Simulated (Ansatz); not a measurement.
# Ca (P6_3/mmc) in Ansatz: notebook, part 2 of 2

Ansatz 0.2.0. Earlier steps stand in the parts before.

**4. Relaxation of cell and atoms, PBEsol, target pressure 5 GPa, at which the enthalpy is minimised**

input.yaml reads:

```yaml
crystal:
  lattice:
    - [3.98, 0.0, 0.0]
    - [-1.99, 3.4467811071, 0.0]
    - [0.0, 0.0, 6.52]
  atoms:
    - { symbol: Ca, position: [0.6666666667, 0.3333333333, 0.75] }
    - { symbol: Ca, position: [0.3333333333, 0.6666666667, 0.25] }
hamiltonian:
  xc: pbesol
  pseudopotentials: { kind: paw }
kpoints:
  mp_grid: { grid: [8, 8, 4] }
scf:
  occupations: { method: fermi_dirac, width: 0.05 }
output:
  forces: true
  stress: true
  eigenvalues: true
relax:
  f_tol: 0.01
  max_steps: 40
  cell: { stress_tol: 0.05, p_target: 5.0 }
```

Potentials or basis: Ansatz PAW.

The run is started by

```console
> ansatz run input.yaml --threads 2 --pin off --max-ram 5632MiB --backend cpu --events-out ev --progress --plain --runs-dir out
```

What it wrote:

```text
Warning: RAYON_NUM_THREADS=2 ignored (pool sized by the plan → 2); use --threads N
Engine: ansatz 0.2.0, aarch64-unknown-linux-gnu
Pseudopotentials: kind: paw
Pseudopotential: Ca, paw, valence charge 10, recommended cutoff 420 eV (normal), Ca.paw.azcp
Functional definition: PBEsol
  exchange = pbesol_x
  correlation = pbesol_c
Crystal: 2 atoms, lattice volume = 89.443 Å³
Basis set: ecut = 420 eV, 1761 PW (Γ), exchange–correlation on 54×54×90 points (8 copies of the dense FFT grid, shifted against one another)
Bands: 14, of which v1, the nominal top of the filled ones, is band 10 counted from 1 (9 counted from 0)
Symmetry: 24 space group operations
Space group: P63/mmc (ITA 194), of the structure as read, at distance tolerance 4.5e-5 Å
k-points: 30 of 256
Non-local potential: Ca, projectors of the file, l = 0: 3, l = 1: 2, l = 2: 2
PAW form: soft (Blöchl's): semilocal exchange-correlation on the pseudo side does not see the compensation charge
PAW frozen core: Ca, regenerated for the run's functional, and the local potential with it (the file was generated under x = pbe(κ = 0.804, μ = 0.2195149727645171), c = pbe(β = 0.06672455060314922))
PAW one-centre angular grid: Ca, 110 points (default); XC on 64 Gauss nodes
Initial density: superposition of atomic densities (neutral atoms: chi_scale 0, normalization atom), corrected by the library's trained network
Initial wavefunctions: pseudopotential atomic-orbital guess
Functional: x = pbesol(κ = 0.804, μ = 0.12345679012345678), c = pbesol(β = 0.046)
SCF iter   1: F=—  HF=-3587.434222 eV  |F-HF|=—  |Δ(HF+E_count)|=         —  Δρ=2.38e-3  dr2=7.20e-3  ethr=1.77e-3  ⟨swp⟩=7.3  Hψ=2815  notcnv=0
[... 62 lines left out ...]
  E_local      = -1552.178132  (includes V_loc(G=0)·N_el)
  E_nonlocal   = 130.220297
  E_hartree    = 514.778228
  E_xc         = -270.501552
  E_vxc        = -339.104136  (∫ρ·V_xc dr)
  E_paw        = -1673.715806  (= ΣΔE_a)
  E_vpaw       = -129.934059  (= ΣTr[D̂ρ^β])
  E_aug_tail   = -0.000012  (compensation charges beyond the density's cutoff)
  E_ewald      = -1291.825572
  E_core_change = 0.237589  (= ΣΔE_core)
  E_smearing   = -0.018626  (= −TS)
  E_closure    = -0.000000  (closes the sum)
  Σ components = -3587.266305   (vs F -3587.266305, Δ=0.00e0)
--- Forces (eV/Å), atoms counted from 1 ---
  atom   1  Ca    -0.00000000     0.00000000     0.00000000
  atom   2  Ca    -0.00000000    -0.00000000     0.00000000
  max |Σ_I F_I| component: 9.25e-18 eV/Å
--- Stress (GPa, compression-positive) ---
        5.008189      -0.000000       0.000000
        0.000000       5.008189       0.000000
        0.000000       0.000000       4.976770
  P = ⅓ Tr σ = 4.9977 GPa (49.977 kbar)
--- Band table (eV; the first three rows and the last of 30) ---
  k-point 0: bands = ["-34.6340", "-34.5958", "-15.8787", "-15.6146", "-15.6146", "-15.5758", "-15.5758", "-15.5658", "2.2476", "5.5070", "6.7118", "9.1998", "9.2938", "9.2938"]
  k-point 1: bands = ["-34.6284", "-34.6014", "-15.8342", "-15.6130", "-15.6089", "-15.6089", "-15.5815", "-15.5815", "2.5655", "4.6570", "7.3260", "8.8966", "9.2366", "9.2366"]
  k-point 2: bands = ["-34.6150", "-34.6150", "-15.7250", "-15.7250", "-15.5952", "-15.5952", "-15.5952", "-15.5952", "3.4471", "3.4471", "8.1695", "8.1695", "9.2916", "9.2916"]
  k-point 29: bands = ["-34.5831", "-34.5831", "-15.8429", "-15.8429", "-15.7512", "-15.7512", "-15.6283", "-15.6283", "6.5537", "6.5537", "7.1496", "7.1496", "7.6301", "7.6301"]
--- Relaxed structure (4 steps of the walk, 4 accepted, 1 SCFs on fresh bases) ---
  F+E_penalty+E_count = -3587.26630489 eV   max|allowed force component| = 9.252e-18 eV/Å   (the final SCF, on the basis selected at the relaxed cell)
  cell:  # Å, volume = 66.7276 Å³
    - [3.594878720755106, 9.14129017510855e-34, 0.0]
    - [-1.797439360377553, 3.1132562956980268, 0.0]
    - [0.0, 0.0, 5.962196161675773]
  atoms:
    - { symbol: Ca, position: [0.6666666666666666, 0.3333333333333333, 0.7499999999999999] }
    - { symbol: Ca, position: [0.3333333333333333, 0.6666666666666666, 0.24999999999999997] }
```

Wall time 4.3 s (2 threads of Arm Neoverse V2, shared host); peak memory 0.33 GiB.

Results:

```yaml
Free_energy: -3587.2663 eV
Relaxed_volume: 33.36 Å³/atom
Relaxed_cell: a = 3.595 Å, b = 3.595 Å, c = 5.962 Å, α = 90.00°, β = 90.00°, γ = 120.00°
Space_group_after_relaxing_to_0.05_Å: P6_3/mmc (No. 194)
Energy_change_on_relaxing_the_enthalpy_is_what_falls: +83.1 meV/atom
Ionic_steps: 5
Pressure_after_relaxing: 5.0 GPa
Band_gap_on_the_k_mesh: none (metal or under the smearing width)
```

The path:
| step | energy change (eV) | largest force (eV/Å) | volume (Å³) |
| --- | --- | --- | --- |
| 1 | 0.0000 | 0.0000 | 89.44 |
| 2 | -0.0224 | 0.0000 | 77.18 |
| 3 | 0.1638 | 0.0000 | 66.80 |
| 4 | 0.1661 | 0.0000 | 66.73 |
| 5 | 0.1662 | 0.0000 | 66.73 |

Final structure:
```
Ca
1.0
     3.59488    0.00000    0.00000
    -1.79744    3.11326    0.00000
     0.00000    0.00000    5.96220
Ca
2
Direct
  0.66667 0.33333 0.75000
  0.33333 0.66667 0.25000
```

Levels at points of the mesh, in eV from the Fermi level:
```tsv
k point	band 7	band 8	band 9	band 10	band 11	band 12	band 13	band 14
(0.00, 0.00, 0.00)	-22.26	-22.25	-4.44	-1.18	0.02	2.51	2.61	2.61
(0.00, 0.00, -0.50)	-22.28	-22.28	-3.24	-3.24	1.48	1.48	2.60	2.60
(0.00, -0.50, 0.00)	-22.32	-22.31	-1.11	-0.58	0.02	0.30	1.61	2.26
(0.00, -0.50, -0.50)	-22.34	-22.34	-0.83	-0.83	0.37	0.37	1.59	1.59
```

Caveat: the volume moved by over 15 % at a fixed basis, so the end points are rough; the plane-wave basis is chosen anew once the cell has moved, so the energies of steps on either side of that aren't comparable; the PAW data sets come from PBE, with cores solved anew for the run's functional, which leaves a small shift of forces and pressure.

**5. Relaxation of cell and atoms, PBEsol, target pressure 10 GPa, at which the enthalpy is minimised**

Edit input.yaml of step 4 so:

```diff
@@ -22,2 +22,2 @@
   max_steps: 40
-  cell: { stress_tol: 0.05, p_target: 5.0 }
+  cell: { stress_tol: 0.05, p_target: 10.0 }
```

The run is started by

```console
> ansatz run input.yaml --threads 2 --pin off --max-ram 5632MiB --backend cpu --events-out ev --progress --plain --runs-dir out
```

Wall time 5.8 s (2 threads of Arm Neoverse V2, shared host); peak memory 0.33 GiB.

It converged, with:

| Item | Value |
| --- | --- |
| Free energy | -3586.8730 eV |
| Relaxed volume | 29.04 Å³/atom |
| Relaxed cell | a = 3.442 Å, b = 3.442 Å, c = 5.660 Å, α = 90.00°, β = 90.00°, γ = 120.00° |
| Space group after relaxing (to 0.05 Å) | P6_3/mmc (No. 194) |
| Energy change on relaxing (the enthalpy is what falls) | +279.7 meV/atom |
| Ionic steps | 7 |
| Pressure after relaxing | 10.0 GPa |
| Band gap on the k mesh | none (metal or under the smearing width) |

The path:
| step | energy change (eV) | largest force (eV/Å) | volume (Å³) |
| --- | --- | --- | --- |
| 1 | 0.0000 | 0.0000 | 89.44 |
| 2 | -0.0215 | 0.0000 | 77.08 |
| 3 | 0.1839 | 0.0000 | 66.18 |
| 4 | 0.6404 | 0.0000 | 56.85 |
| 5 | 0.5533 | 0.0000 | 58.19 |
| 6 | 0.5593 | 0.0000 | 58.09 |
| 7 | 0.5595 | 0.0000 | 58.09 |

Final structure:
```
Ca
1.0
     3.44248    0.00000    0.00000
    -1.72124    2.98127    0.00000
     0.00000    0.00000    5.66006
Ca
2
Direct
  0.66667 0.33333 0.75000
  0.33333 0.66667 0.25000
```

Levels at points of the mesh, in eV from the Fermi level:
| k point | band 7 | band 8 | band 9 | band 10 | band 11 | band 12 | band 13 | band 14 |
| --- | --- | --- | --- | --- | --- | --- | --- | --- |
| (0.00, 0.00, 0.00) | -21.89 | -21.88 | -4.61 | -1.22 | 0.37 | 2.73 | 2.77 | 2.77 |
| (0.00, 0.00, -0.50) | -21.92 | -21.92 | -3.25 | -3.25 | 1.60 | 1.60 | 2.76 | 2.76 |
| (0.00, -0.50, 0.00) | -21.99 | -21.95 | -1.09 | -0.54 | -0.11 | 0.31 | 1.83 | 2.57 |
| (0.00, -0.50, -0.50) | -22.01 | -22.01 | -0.95 | -0.95 | 0.56 | 0.56 | 1.76 | 1.76 |

Caveat: the volume moved by over 15 % at a fixed basis, so the end points are rough; the plane-wave basis is chosen anew once the cell has moved, so the energies of steps on either side of that aren't comparable; the PAW data sets come from PBE, with cores solved anew for the run's functional, which leaves a small shift of forces and pressure.

**6. Relaxation of cell and atoms, PBEsol, target pressure 20 GPa, at which the enthalpy is minimised**

Edit input.yaml of step 5 so:

```diff
@@ -22,2 +22,2 @@
   max_steps: 40
-  cell: { stress_tol: 0.05, p_target: 10.0 }
+  cell: { stress_tol: 0.05, p_target: 20.0 }
```

Potentials or basis: Ansatz PAW.

The run is started by

```console
> ansatz run input.yaml --threads 2 --pin off --max-ram 5632MiB --backend cpu --events-out ev --progress --plain --runs-dir out
```

Run time: 6.6 s. Hardware: 2 threads of Arm Neoverse V2, shared host; peak memory 0.33 GiB.

It converged, with:

| Item | Value |
| --- | --- |
| Free energy | -3585.9445 eV |
| Relaxed volume | 23.93 Å³/atom |
| Relaxed cell | a = 3.213 Å, b = 3.213 Å, c = 5.354 Å, α = 90.00°, β = 90.00°, γ = 120.00° |
| Space group after relaxing (to 0.05 Å) | P6_3/mmc (No. 194) |
| Energy change on relaxing (the enthalpy is what falls) | +744.0 meV/atom |
| Ionic steps | 8 |
| Pressure after relaxing | 20.0 GPa |
| Band gap on the k mesh | none (metal or under the smearing width) |

Step by step:
| step | energy change (eV) | largest force (eV/Å) | volume (Å³) |
| --- | --- | --- | --- |
| 1 | 0.0000 | 0.0000 | 89.44 |
| 2 | -0.0211 | 0.0000 | 77.04 |
| 3 | 0.1911 | 0.0000 | 65.96 |
| 4 | 0.7045 | 0.0000 | 55.94 |
| 5 | 1.5588 | 0.0000 | 47.32 |
| 6 | 1.4815 | 0.0000 | 47.91 |
| 7 | 1.4877 | 0.0000 | 47.86 |
| 8 | 1.4880 | 0.0000 | 47.86 |

Final structure:
```
Ca
1.0
     3.21283    0.00000    0.00000
    -1.60642    2.78239    0.00000
     0.00000    0.00000    5.35417
Ca
2
Direct
  0.66667 0.33333 0.75000
  0.33333 0.66667 0.25000
```

Levels at points of the mesh, in eV from the Fermi level:
```tsv
k point	band 7	band 8	band 9	band 10	band 11	band 12	band 13	band 14
(0.00, 0.00, 0.00)	-21.31	-21.30	-4.67	-1.26	0.98	2.90	3.07	3.07
(0.00, 0.00, -0.50)	-21.36	-21.36	-3.10	-3.10	1.72	1.72	3.07	3.07
(0.00, -0.50, 0.00)	-21.49	-21.43	-0.93	-0.57	-0.32	0.70	2.16	2.97
(0.00, -0.50, -0.50)	-21.52	-21.52	-1.08	-1.08	0.81	0.81	2.28	2.28
```

Caveat: the volume moved by over 15 % at a fixed basis, so the end points are rough; the plane-wave basis is chosen anew once the cell has moved, so the energies of steps on either side of that aren't comparable; the PAW data sets come from PBE, with cores solved anew for the run's functional, which leaves a small shift of forces and pressure.

**7. Relaxation of cell and atoms, PBEsol, target pressure 30 GPa, at which the enthalpy is minimised**

Edit input.yaml of step 6 so:

```diff
@@ -22,2 +22,2 @@
   max_steps: 40
-  cell: { stress_tol: 0.05, p_target: 20.0 }
+  cell: { stress_tol: 0.05, p_target: 30.0 }
```

The run is started by

```console
> ansatz run input.yaml --threads 2 --pin off --max-ram 5632MiB --backend cpu --events-out ev --progress --plain --runs-dir out
```

It took 8.1 s on 2 threads of Arm Neoverse V2, shared host; peak memory 0.33 GiB.

The run converged. Its results:

```yaml
Free_energy: -3585.0099 eV
Relaxed_volume: 20.89 Å³/atom
Relaxed_cell: a = 3.060 Å, b = 3.060 Å, c = 5.152 Å, α = 90.00°, β = 90.00°, γ = 120.00°
Space_group_after_relaxing_to_0.05_Å: P6_3/mmc (No. 194)
Energy_change_on_relaxing_the_enthalpy_is_what_falls: +1211.3 meV/atom
Ionic_steps: 10
Pressure_after_relaxing: 30.0 GPa
Band_gap_on_the_k_mesh: none (metal or under the smearing width)
```

The path:
```
step  energy change (eV)  largest force (eV/Å)  volume (Å³)
   1              0.0000                0.0000        89.44
   2             -0.0209                0.0000        77.02
   3              0.1941                0.0000        65.88
   4              0.7122                0.0000        55.83
   5              1.6184                0.0000        46.87
   6              2.5809                0.0000        40.95
   7              2.4138                0.0000        41.82
   8              2.4215                0.0000        41.78
   9              2.4223                0.0000        41.78
  10              2.4226                0.0000        41.78
```

Final structure:
```
Ca
1.0
     3.05987    0.00000    0.00000
    -1.52994    2.64993    0.00000
     0.00000    0.00000    5.15228
Ca
2
Direct
  0.66667 0.33333 0.75000
  0.33333 0.66667 0.25000
```

Levels at points of the mesh, in eV from the Fermi level:
| k point | band 7 | band 8 | band 9 | band 10 | band 11 | band 12 | band 13 | band 14 |
| --- | --- | --- | --- | --- | --- | --- | --- | --- |
| (0.00, 0.00, 0.00) | -20.97 | -20.97 | -4.65 | -1.34 | 1.53 | 2.90 | 3.19 | 3.19 |
| (0.00, 0.00, -0.50) | -21.04 | -21.04 | -2.92 | -2.92 | 1.73 | 1.73 | 3.20 | 3.20 |
| (0.00, -0.50, 0.00) | -21.24 | -21.16 | -0.87 | -0.78 | -0.58 | 1.16 | 2.33 | 3.12 |
| (0.00, -0.50, -0.50) | -21.29 | -21.29 | -1.27 | -1.27 | 0.77 | 0.77 | 2.87 | 2.87 |

Caveat: the volume moved by over 15 % at a fixed basis, so the end points are rough; the plane-wave basis is chosen anew once the cell has moved, so the energies of steps on either side of that aren't comparable; the PAW data sets come from PBE, with cores solved anew for the run's functional, which leaves a small shift of forces and pressure.

**8. Summary**

| cell | target pressure (GPa) | gap on the mesh (eV) | pressure (GPa) |
| --- | --- | --- | --- |
| relaxed | 0 | none | 0.0 |
| relaxed to 2 GPa | 2 | none | 2.0 |
| relaxed to 5 GPa | 5 | none | 5.0 |
| relaxed to 10 GPa | 10 | none | 10.0 |
| relaxed to 20 GPa | 20 | none | 20.0 |
| relaxed to 30 GPa | 30 | none | 30.0 |

Alike in all rows: task relaxation of cell and atoms; level PBEsol; potentials or basis Ansatz PAW; no spin polarisation; k mesh 8 × 8 × 4; cutoff (eV) 420; smearing fermi-dirac 0.05 eV.

Caveats: the plane-wave basis is chosen anew once the cell has moved, so the energies of steps on either side of that aren't comparable; the PAW data sets come from PBE, with cores solved anew for the run's functional, which leaves a small shift of forces and pressure; the volume moved by over 15 % at a fixed basis, so the end points are rough (some runs).

Total energies depend on the potentials used, so only differences within one code and one set of settings carry meaning.
